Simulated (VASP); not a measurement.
# N (P6_3/mmc) in VASP: single point with LDA

Aim: the single point of N with LDA.

Program: VASP 6.6.1. These are calculated values, not measurements. Logs are shortened: lines on timing, memory, paths and dates and some standing lists are left out, and cuts for length are marked.

## Step 1: The structure

Symmetry: P6_3/mmc, No. 194, hexagonal system. Conventional cell: a = 3.629 Å, b = 3.629 Å, c = 5.890 Å, α = 90.00°, β = 90.00°, γ = 120.00°. N (site symmetry -6m2) has 12 N at 3.61 to 3.63 Å as nearest neighbours.

The real solid is made of molecules; this cell is a model form.

## Step 2: Single point, LDA

INCAR reads:

```
SYSTEM = N
PREC = Accurate
ENCUT = 520
EDIFF = 1E-6
ISMEAR = 0
SIGMA = 0.1
LREAL = .FALSE.
LASPH = .TRUE.
NELM = 80
ALGO = Fast
ISIF = 2
LWAVE = .FALSE.
LCHARG = .TRUE.
LELF = .TRUE.
LVHAR = .TRUE.
NBANDS = 12
```

KPOINTS reads:

```
Automatic mesh
0
G
  6 6 4
  0 0 0
```

POSCAR reads:

```
N
1.0
    3.6290016496      0.0000000000      0.0000000000
   -1.8145008248      3.1428076190      0.0000000000
    0.0000000000      0.0000000000      5.8900000000
N
2
Direct
    0.3333333333      0.6666666667      0.2500000000
    0.6666666667      0.3333333333      0.7500000000
```

Potentials or basis: VASP PAW LDA potentials, release 64 (N).

Launch:

```sh
> cat potpaw_LDA.64/N/POTCAR > POTCAR
> mpirun -np 1 vasp_std > vasp.out
```

OUTCAR:

```text
SYSTEM = N
   PREC = Accurate
   ENCUT = 520
   EDIFF = 1E-6
   ISMEAR = 0
   LREAL = .FALSE.
   LASPH = .TRUE.
   NELM = 80
   ISIF = 2

 ion  position               nearest neighbor table
   1  0.333  0.667  0.250-
   2  0.667  0.333  0.750-

  LATTYP: Found a hexagonal cell.
 ALAT       =     3.6290016496
 C/A-ratio  =     1.6230359114

  Lattice vectors:

 A1 = (   3.6290016496,   0.0000000000,   0.0000000000)
 A2 = (  -1.8145008248,   3.1428076190,   0.0000000000)
 A3 = (   0.0000000000,   0.0000000000,   5.8900000000)

Analysis of symmetry for initial positions (statically):
=====================================================================
 Subroutine PRICEL returns:
 Original cell was already a primitive cell.

 Routine SETGRP: Setting up the symmetry group for a
 hexagonal supercell.

 Subroutine GETGRP returns: Found 24 space group operations
 (whereof 12 operations were pure point group operations)
 out of a pool of 24 trial point group operations.

The static configuration has the point symmetry D_3d.
 The point group associated with its full space group is D_6h.

Analysis of symmetry for dynamics (positions and initial velocities):
=====================================================================
 Subroutine PRICEL returns:
 Original cell was already a primitive cell.

 Routine SETGRP: Setting up the symmetry group for a
 hexagonal supercell.

 Subroutine GETGRP returns: Found 24 space group operations
 (whereof 12 operations were pure point group operations)
 out of a pool of 24 trial point group operations.

The dynamic configuration has the point symmetry D_3d.
 The point group associated with its full space group is D_6h.

 Subroutine INISYM returns: Found 24 space group operations
 (whereof 12 operations are pure point group operations),
 and found     1 'primitive' translations

----------------------------------------------------------------------------------------

                                     Primitive cell

  volume of cell :      67.1769

  direct lattice vectors                    reciprocal lattice vectors
     3.629001650  0.000000000  0.000000000     0.275557880  0.159093416  0.000000000
    -1.814500825  3.142807619  0.000000000     0.000000000  0.318186832  0.000000000
     0.000000000  0.000000000  5.890000000     0.000000000  0.000000000  0.169779287

  length of vectors
     3.629001650  3.629001650  5.890000000     0.318186832  0.318186832  0.169779287

  position of ions in fractional coordinates (direct lattice)
     0.333333333  0.666666667  0.250000000
     0.666666667  0.333333333  0.750000000

  ion indices of the primitive-cell ions
   primitive index   ion index
                 1           1
                 2           2

----------------------------------------------------------------------------------------

 KPOINTS: Automatic mesh

Automatic generation of k-mesh.
 Grid dimensions read from file:
 generate k-points for:    6    6    4

 Generating k-lattice:

  Cartesian coordinates                     Fractional coordinates (reciprocal lattice)
     0.045926313  0.026515569  0.000000000     0.166666667  0.000000000  0.000000000
     0.000000000  0.053031139  0.000000000     0.000000000  0.166666667  0.000000000
     0.000000000  0.000000000  0.042444822     0.000000000  0.000000000  0.250000000

  Length of vectors
     0.053031139  0.053031139  0.042444822

  Shift w.r.t. Gamma in fractional coordinates (k-lattice)
     0.000000000  0.000000000  0.000000000

 Subroutine IBZKPT returns following result:
 ===========================================

 Found     21 irreducible k-points:

 Following reciprocal coordinates:
            Coordinates               Weight
  0.000000  0.000000  0.000000      1.000000
  0.166667  0.000000  0.000000      6.000000
  0.333333  0.000000  0.000000      6.000000
  0.500000  0.000000  0.000000      3.000000
  0.166667  0.166667  0.000000      6.000000
  0.333333  0.166667  0.000000     12.000000
[... 13 lines left out ...]
  0.333333  0.166667  0.500000     12.000000
  0.333333  0.333333  0.500000      2.000000
   k-points           NKPTS =     21   k-points in BZ     NKDIM =     21   number of bands    NBANDS=     12
   number of dos      NEDOS =    301   number of ions     NIONS =      2
   total plane-waves  NPLWV =  37632
   dimension x,y,z NGX =    28 NGY =   28 NGZ =   48
   dimension x,y,z NGXF=    56 NGYF=   56 NGZF=   96
   ions per type =               2
   NGX,Y,Z   is equivalent  to a cutoff of  12.83, 12.83, 13.55 a.u.
   NGXF,Y,Z  is equivalent  to a cutoff of  25.65, 25.65, 27.10 a.u.
 SYSTEM =  N
   PREC   = accura    normal or accurate (medium, high low for compatibility)
   ISTART =      0    job   : 0-new  1-cont  2-samecut
   ICHARG =      2    charge: 1-file 2-atom 10-const
   ISPIN  =      1    spin polarized calculation?
   LNONCOLLINEAR =      F non collinear calculations
   LSORBIT =      F    spin-orbit coupling
   LASPH  =      T    aspherical Exc in radial PAW
   ENCUT  =  520.0 eV  38.22 Ry    6.18 a.u.   6.75  6.75 10.95*2*pi/ulx,y,z
   NELM   =     80;   NELMIN=  2; NELMDL= -5     # of ELM steps
   EDIFF  = 0.1E-05   stopping-criterion for ELM
   LREAL  =      F    real-space projection
   EDIFFG = 0.1E-04   stopping-criterion for IOM
   NSW    =      0    number of steps for IOM
   IBRION =     -1    ionic relax: 0-MD 1-quasi-New 2-CG
   NFREE  =      0    steps in history (QN), initial steepest desc. (CG)
   ISIF   =      2    stress and relaxation
   ISYM   =      2    0-nonsym 1-usesym 2-fastsym
   POTIM  = 0.5000    time-step for ionic-motion
   TEBEG  =    0.0;   TEEND  =   0.0 temperature during run
   PSTRESS=    0.0 pullay stress
   NELECT =      10.0000    total number of electrons
   NUPDOWN=      -1.0000    fix difference up-down
   EMIN   =  10.00;   EMAX   =-10.00  energy-range for DOS
   EFERMI =   0.00;   METHOD = LEGACY
   ISMEAR =     0;   SIGMA  =   0.10  broadening in eV -4-tet -1-fermi 0-gaus
   EFERMI_NEDOS =   21; number of points for ismear=-14 and -15
   IALGO  =     68    algorithm
   IMIX   =      4    mixing-type and parameters
     AMIX     =   0.40;   BMIX     =  1.00
     AMIX_MAG =   1.60;   BMIX_MAG =  1.00
  volume/ion in A,a.u.               =      33.59       226.67
  Fermi-wavevector in a.u.,A,eV,Ry     =   0.867630  1.639584 10.242227  0.752782
  Thomas-Fermi vector in A             =   1.986192
   LORBIT       =      0    0 simple, 1 ext, 2 COOP (PROOUT), +10 PAW based schemes
   GGA     = CA    functional components
   LHFCALC =     F    Hartree Fock is set to
   AEXX    =    0.0000 exact exchange contribution
   IVDW    =     0    specifies the selected vdW correction
   LEPSILON=     F    determine dielectric tensor
   LRPA    =     F    only Hartree local field effects (RPA)
 non-spin polarized calculation
 RMM-DIIS sequential band-by-band and
 Gauss-broadening in eV      SIGMA  =   0.10
  energy-cutoff  :      520.00
  volume of cell :       67.18
 maximum number of plane-waves:      1834
 NGX is ok and might be reduce to    28
   NGX = 13   NGY = 13   NGZ = 21

 number of electron      10.0000000 magnetization

 Free energy of the ion-electron system (eV)
  ---------------------------------------------------
  ext. energy  EPLUGINS =         0.00000000
  ---------------------------------------------------
  free energy    TOTEN  =        -2.15490811 eV

  energy without entropy =       -2.10759301  energy(sigma->0) =       -2.13125056

 E-fermi :  -5.1191     XC(G=0):  -6.5445

 val. band max:       -5.1289190511   @ k =   0.3333   0.1667   0.2500
 cond. band min:      -5.1105659014   @ k =   0.1667   0.0000   0.0000
 fundamental gap:      0.0183531498
 Fermi energy:        -5.1190540999

 k-point     1 :       0.0000    0.0000    0.0000
  band No.  band energies     occupation
      1     -16.7616      2.00000
      2     -16.4096      2.00000
      3      -6.0793      2.00000
      4      -4.8211      0.00003
      5      -4.8211      0.00003
      6      -4.6847      0.00000
      7      -4.6847      0.00000
      8      -4.6690      0.00000
      9       1.6864      0.00000
     10       5.4464      0.00000
     11       5.9019      0.00000
     12      12.0473      0.00000

 k-point     2 :       0.1667    0.0000    0.0000
  band No.  band energies     occupation
      1     -16.6879      2.00000
      2     -16.3762      2.00000
      3      -5.9472      2.00000
      4      -5.1106      0.90445
      5      -4.9747      0.04118
      6      -4.8988      0.00184
      7      -4.7113      0.00000
      8      -4.7052      0.00000
      9       2.2784      0.00000
     10       5.9520      0.00000
     11       5.9728      0.00000
     12       9.4952      0.00000

 k-point     3 :       0.3333    0.0000    0.0000
  band No.  band energies     occupation
      1     -16.5228      2.00000
      2     -16.3201      2.00000
      3      -5.6856      2.00000
      4      -5.6251      2.00000
      5      -5.4408      1.99999
      6      -5.0364      0.24266
      7      -4.8288      0.00004
      8      -4.7774      0.00000
      9       3.6585      0.00000
     10       6.1667      0.00000
     11       6.9747      0.00000
     12       7.2245      0.00000

 k-point     4 :       0.5000    0.0000    0.0000
  band No.  band energies     occupation
      1     -16.4183      2.00000
      2     -16.3103      2.00000
      3      -5.9539      2.00000
      4      -5.6512      2.00000
      5      -5.3830      1.99981
      6      -5.1003      0.79124
      7      -4.9679      0.03256
      8      -4.8130      0.00001
      9       5.2578      0.00000
     10       5.3864      0.00000
     11       6.4247      0.00000
     12       7.4433      0.00000

 k-point     5 :       0.1667    0.1667    0.0000
  band No.  band energies     occupation
      1     -16.5677      2.00000
      2     -16.3315      2.00000
      3      -5.7183      2.00000
      4      -5.4422      2.00000
      5      -5.3753      1.99971
      6      -4.9980      0.08696
      7      -4.8391      0.00008
      8      -4.7859      0.00000
      9       3.2578      0.00000
     10       6.0995      0.00000
     11       6.7541      0.00000
     12       7.9521      0.00000
[... 183 lines left out ...]
      1     -16.3638      2.00000
      2     -16.3638      2.00000
      3      -5.9844      2.00000
      4      -5.9844      2.00000
      5      -4.9718      0.03735
      6      -4.9718      0.03735
      7      -4.9596      0.02410
      8      -4.9596      0.02410
      9       5.3952      0.00000
     10       5.3952      0.00000
     11       6.5453      0.00000
     12       6.5453      0.00000

 k-point    19 :       0.1667    0.1667    0.5000
  band No.  band energies     occupation
      1     -16.4515      2.00000
      2     -16.4515      2.00000
      3      -5.6596      2.00000
      4      -5.6596      2.00000
      5      -5.0321      0.21859
      6      -5.0321      0.21859
      7      -4.8901      0.00121
      8      -4.8901      0.00121
      9       4.2269      0.00000
     10       4.2269      0.00000
     11       8.3493      0.00000
     12       8.3493      0.00000

 k-point    20 :       0.3333    0.1667    0.5000
  band No.  band energies     occupation
      1     -16.3642      2.00000
      2     -16.3642      2.00000
      3      -5.8622      2.00000
      4      -5.8622      2.00000
      5      -5.1930      1.70413
      6      -5.1930      1.70413
      7      -4.8852      0.00094
      8      -4.8852      0.00094
      9       5.3373      0.00000
     10       5.3373      0.00000
     11       7.0593      0.00000
     12       7.0593      0.00000

 k-point    21 :       0.3333    0.3333    0.5000
  band No.  band energies     occupation
      1     -16.3349      2.00000
      2     -16.3349      2.00000
      3      -5.7394      2.00000
      4      -5.7394      2.00000
      5      -5.4808      2.00000
      6      -5.4808      2.00000
      7      -4.8569      0.00021
      8      -4.8569      0.00021
      9       6.0885      0.00000
     10       6.0885      0.00000
     11       7.0489      0.00000
     12       7.0489      0.00000

------------------------ aborting loop because EDIFF is reached ----------------------------------------

  FORCE on cell =-STRESS in cart. coord.  units (eV):
  Direction    XX          YY          ZZ          XY          YZ          ZX
  --------------------------------------------------------------------------------------
  -------------------------------------------------------------------------------------
  Total       -3.5664575     -3.5664575     -3.6134348      0.0000000      0.0000000      0.0000000
  in kB      -85.0603908    -85.0603908    -86.1808051      0.0000000      0.0000000      0.0000000
  external PRESSURE =     -85.4338622 kB  Pullay stress =       0.0000000 kB

 VOLUME and BASIS-vectors are now :
 -----------------------------------------------------------------------------
  energy-cutoff  :      520.00
  volume of cell :       67.18
      direct lattice vectors                 reciprocal lattice vectors
     3.629001650  0.000000000  0.000000000     0.275557880  0.159093416  0.000000000
    -1.814500825  3.142807619  0.000000000     0.000000000  0.318186832  0.000000000
     0.000000000  0.000000000  5.890000000     0.000000000  0.000000000  0.169779287

 POSITION                                       TOTAL-FORCE (eV/Angst)
 -----------------------------------------------------------------------------------
     -0.00000      2.09521      1.47250        -0.000000      0.000000      0.000000
      1.81450      1.04760      4.41750         0.000000     -0.000000      0.000000
 -----------------------------------------------------------------------------------
    total drift:                               -0.000000      0.000000      0.000000

  FREE ENERGIE OF THE ION-ELECTRON SYSTEM (eV)
  ---------------------------------------------------
  free  energy   TOTEN  =        -2.1549081077 eV

  energy  without entropy=       -2.1075930064  energy(sigma->0) =       -2.13125056
```

Wall time 30 s (1 thread of Intel Xeon Platinum 8375C at 2.90GHz (Ice Lake), shared host); peak memory 0.14 GiB.

What came out:

```
Free energy            : -2.1549 eV
Pressure               : -8.5 GPa
Band gap on the k mesh : none (metal or under the smearing width)
```

Stress tensor (GPa, compression positive):
```
-8.51  0.00  0.00
 0.00 -8.51  0.00
 0.00  0.00 -8.62
```

Levels at points of the mesh, in eV from the Fermi level:
```csv
k point,band 3,band 4,band 5,band 6,band 7,band 8
"(0.00, 0.00, 0.00)",-0.96,0.30,0.30,0.43,0.43,0.45
"(0.50, 0.00, 0.00)",-0.83,-0.53,-0.26,0.02,0.15,0.31
"(0.00, 0.00, 0.50)",-0.31,-0.31,0.37,0.37,0.37,0.37
"(0.50, 0.00, 0.50)",-0.87,-0.87,0.15,0.15,0.16,0.16
```
